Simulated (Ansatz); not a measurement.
## ZnS (P6_3mc)

The calculation used Ansatz 0.2.0, DFT PBE, scalar-relativistic, plane waves, PAW.

Cutoff 420 eV; k points 12×12×4 on the computed 4-atom cell (Γ-centred); Gaussian smearing, width 0.02 eV; no spin polarisation.

The structure is relaxed at this level of theory with its symmetry kept, and needn't be the ground state of this composition.

```yaml
crystal:
  lattice:
    - [3.84556, 0.00000, 0.00000]
    - [-1.92278, 3.33035, 0.00000]
    - [0.00000, 0.00000, 6.30709]
  atoms:
    - { symbol: Zn, position: [0.66667, 0.33333, 0.64542] }
    - { symbol: Zn, position: [0.33333, 0.66667, 0.14542] }
    - { symbol: S, position: [0.66667, 0.33333, 0.01987] }
    - { symbol: S, position: [0.33333, 0.66667, 0.51987] }
```

| Quantity | Value |
| --- | --- |
| Space group | P6_3mc (No. 186) |
| Volume per atom | 20.19 Å³ |
| Formation energy from the elements' standard states (uncorrected) | -0.819 eV/atom |
| Kohn–Sham band gap | 2.08 eV, direct at Γ |
| Orbital (Löwdin) character of the top 1 eV of the valence band | S 3p 88 %, Zn 3d 8 % |
| Orbital (Löwdin) character of the lowest 1 eV of the conduction band | Zn 4s 56 %, S 3s 26 %, S 3p 14 %, unprojected 4 % |
| Electron masses at the edge by direction of the standard setting (m_e; one valley, along these axes only; no spin-orbit coupling) | x: 0.18; y: 0.18; z: 0.16 |
| Hole masses at the edge by direction of the standard setting (m_e; one valley, along these axes only; no spin-orbit coupling) | x: 1.6, 0.17; y: 1.6, 0.17; z: 1.6, 1.6 |
| Bader charge by site (e) | Zn (2 in the cell) 0.89, S (2 in the cell) -0.89 |

The cell was reached from a generator's guess, though it ends in a space group that the Crystallography Open Database lists for this formula. Kohn–Sham gaps at this level usually fall short of measured ones. Löwdin shares on free-atom orbitals overweight diffuse shells in the empty bands.
